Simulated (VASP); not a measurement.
The system is ZnSnN2.

```
Zn Sn N
1.0
     3.39000    0.00000    0.00000
     0.00000    3.39000    0.00000
     0.00000    0.00000    4.80000
Zn Sn N
1 1 2
Direct
  0.00000 0.00000 0.00000
  0.50000 0.50000 0.50000
  0.00000 0.50000 0.26000
  0.50000 0.00000 0.74000
```

The cell was built by a generator and needn't be a form met in nature.

* Program: VASP 6.6.1
* Task: relaxation of cell and atoms
* Functional: PBE
* Potentials or basis: VASP PAW PBE potentials, release 64 (Zn, Sn_d, N)
* Cutoff: 520 eV
* k mesh: 5 × 5 × 3
* Occupations: gaussian, width 0.15 eV
* Spin: no spin polarisation

At the start: pressure 3.2 GPa; volume 13.79 Å³/atom.

**Question.** How do energy, volume and symmetry change on relaxing?

**Answer.** Over 10 steps the energy falls by 23.9 meV/atom and the volume is 13.94 Å³/atom (+1.1 %); space group P-4m2 (No. 115, to 0.05 Å).

The path:
```tsv
step	energy change (eV)	largest force (eV/Å)	pressure (GPa)	volume (Å³)
1	0.0000	1.2494	3.24	55.16
2	-0.0743	0.1006	-3.43	57.42
3	-0.0780	0.2924	-3.19	57.01
4	-0.0943	0.1461	0.62	55.51
5	-0.0955	0.0350	-0.52	55.88
6	-0.0955	0.0489	-0.53	55.81
7	-0.0952	0.0907	0.82	55.66
8	-0.0955	0.0520	-0.87	55.79
9	-0.0954	0.0746	-0.34	55.72
10	-0.0955	0.0574	-0.01	55.75
```

Final structure:
```
Zn Sn N
1.0
     3.40744    0.00000    0.00000
     0.00000    3.40744    0.00000
     0.00000    0.00000    4.80161
Zn Sn N
1 1 2
Cartesian
  0.0000 0.0000 0.0000
  1.7037 1.7037 2.4008
  0.0000 1.7037 1.1715
  1.7037 0.0000 3.6301
```

Caveat: the k mesh is coarse (spacing up to 0.44 Å⁻¹), so the values aren't converged.
